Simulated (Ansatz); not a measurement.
A plane-wave DFT run in Ansatz 0.2.0 (scalar-relativistic PAW potentials unless the input names others): input and command.

```yaml
crystal:
  lattice:
    - [0.0, -2.5488057612, -2.5488057612]
    - [-2.5488057612, 0.0, -2.5488057612]
    - [2.5488057612, 2.5488057612, -5.0976115224]
  atoms:
    - { symbol: Hf, position: [-9.32236e-05, -9.32236e-05, 0.0002796742] }
    - { symbol: Hf, position: [0.5000932236, 0.5000932236, 0.4997203258] }
    - { symbol: O, position: [0.1241506063, 0.1241506063, 0.627548327] }
    - { symbol: O, position: [0.6258493937, 0.6258493937, 0.122451673] }
    - { symbol: O, position: [0.3758493937, 0.3758493937, 0.872451673] }
    - { symbol: O, position: [0.8741506063, 0.8741506063, 0.377548327] }
basis:
  ecutwfc: 420
  ecutrho_ratio: 2
kpoints:
  mp_grid: { grid: [6, 6, 8] }
hamiltonian:
  xc: pbe
scf:
  occupations: { method: gaussian, width: 0.05 }
  max_iter: 50
output:
  forces: true
  eigenvalues: true
  stress: true
```

```bash
ansatz run input.yaml --threads 2 --pin off --max-ram 5120MiB --backend cpu --events-out ev --progress --plain --runs-dir out
```

Abridged log:
```
Warning: crystal.symmetry: narrowed to the stabiliser of the k-point mesh — unitary ops 12 → 4; excluded 8 operations that carry a point of the 6×6×8 mesh (shift [0, 0, 0]) off the mesh (the run samples exactly the mesh kpoints.mp_grid names, as under crystal.symmetry.detect: false, and its converged state has the mesh's symmetry, not the crystal's; ε∞, the Born charges and the force constants of a linear response (`dielectric:` by the response, `phonons.method: dfpt`) are averaged over those of the crystal's operations that the state keeps within a tolerance, where `mesh_tensors`, `unaveraged ...
Pseudopotentials: kind: paw
Pseudopotential: Hf, paw, valence charge 26, recommended cutoff 420 eV (normal)
Pseudopotential: O, paw, valence charge 6, recommended cutoff 420 eV (normal)
Functional definition: PBE
Crystal: 6 atoms, lattice volume = 66.232 Å³
Basis set: ecut = 420 eV, 1273 PW (Γ), exchange–correlation on 48×48×72 points (8 copies of the dense FFT grid, shifted against one another)
Bands: 46, of which v1, the nominal top of the filled ones, is band 38 counted from 1 (37 counted from 0)
Symmetry: 4 space group operations
k-points: 89 of 288
Initial density: superposition of atomic densities (neutral atoms: chi_scale 0, normalization atom), corrected by the library's trained network
Initial wavefunctions: pseudopotential atomic-orbital guess
Functional: x = pbe(κ = 0.804, μ = 0.21951497), c = pbe(β = 0.06672455)
SCF iter   1: F=—  HF=-33722.833659 eV  |F-HF|=—  |Δ(HF+E_count)|=         —  Δρ=2.45e-3  dr2=2.94e-3  ethr=1.77e-3  ⟨swp⟩=5.7  Hψ=13102  notcnv=0
SCF iter   2: F=—  HF=-33722.834205 eV  |F-HF|=—  |Δ(HF+E_count)|=   5.45e-4  Δρ=1.00e-3  dr2=3.14e-4  ethr=3.87e-6  ⟨swp⟩=2.0  Hψ=7597  notcnv=0
SCF iter   3: F=—  HF=-33722.834621 eV  |F-HF|=—  |Δ(HF+E_count)|=   4.17e-4  Δρ=5.85e-4  dr2=1.49e-4  ethr=4.14e-7  ⟨swp⟩=2.2  Hψ=6430  notcnv=0
automatic band count: iteration 3 solves 44 bands in place of 46: the levels show a gap, and the empty bands left out lie too high to hold charge; the band table lists the bands solved (type scf.n_extra_bands for more)
SCF iter   4: F=—  HF=-33722.834917 eV  |F-HF|=—  |Δ(HF+E_count)|=   2.95e-4  Δρ=1.56e-4  dr2=2.04e-5  ethr=1.96e-7  ⟨swp⟩=2.0  Hψ=7132  notcnv=0
SCF iter   5: F=—  HF=-33722.834336 eV  |F-HF|=—  |Δ(HF+E_count)|=   5.81e-4  Δρ=8.80e-5  dr2=4.98e-6  ethr=2.69e-8  ⟨swp⟩=2.0  Hψ=7127  notcnv=0
SCF iter   6: F=—  HF=-33722.834343 eV  |F-HF|=—  |Δ(HF+E_count)|=   7.45e-6  Δρ=2.57e-5  dr2=5.18e-7  ethr=6.55e-9  ⟨swp⟩=2.0  Hψ=6213  notcnv=0
SCF iter   7: F=-33722.834344 eV  HF=-33722.834344 eV  |F-HF|=1.52e-8  |Δ(HF+E_count)|=   7.27e-7  Δρ=9.16e-6  dr2=4.05e-8  ethr=1.32e-10  ⟨swp⟩=8.1  Hψ=18822  notcnv=0
SCF 1 converged in 7 iterations: F = -33722.834344 eV  dr2 = 4.05e-8
SCF converged after 7 iterations
Free energy (F): -33722.834344 eV
Harris-Foulkes:  -33722.834344 eV  (|F-HF|=1.52e-8)
Internal energy: -33722.834344 eV  (E = F + TS)
E sigma→0 (E₀):  -33722.834344 eV
Fermi energy:    17.603340 eV
--- Forces (eV/Å), atoms counted from 1 ---
  atom   1  Hf    -0.14855905    -0.14855905     0.14855862
  atom   2  Hf     0.14855905     0.14855905    -0.14855862
  atom   3  O     -0.12111741    -0.12111741     0.12115055
  atom   4  O      0.11863181     0.11863181    -0.11860189
  atom   5  O      0.12111741     0.12111741    -0.12115055
  atom   6  O     -0.11863181    -0.11863181     0.11860189
--- Stress (GPa, compression-positive) ---
        0.674279      -0.008158       0.007793
       -0.008158       0.674279       0.007793
        0.007793       0.007793       0.674924
  P = ⅓ Tr σ = 0.6745 GPa (6.745 kbar)
```

What should be changed?

The fault is a density cutoff too low for products of the waves, which reach up to 4 times the waves' cutoff (basis.ecutrho_ratio: not typed → 2, the first being the value of the sound run). Setting it back cures it. The log, from which this was withheld above, says: «Warning: basis.ecutrho_ratio = 2 (ecutrho = 840 eV) is below the records' recommended 1680 eV» «settings of this run that can trade accuracy for cost: basis.ecutrho_ratio < 4. Do not mix this run's numbers with those of runs without the same settings; the input reference describes each key» The run converged all the same, with an energy at zero smearing 3.47 meV/atom below the reference's, pressure 0.67 GPa, largest force 0.257 eV/Å, gap on the mesh 3.74 eV, so convergence alone doesn't show that an input is right. A reference run from the same start on usual settings converged with pressure 0.03 GPa, largest force 0.257 eV/Å, gap on the mesh 3.74 eV.

Time: 20 s on 2 threads of Intel(R) Xeon(R) Processor @ 2.50GHz (Skylake/Cascade Lake), on a shared host, peak memory 0.53 GiB.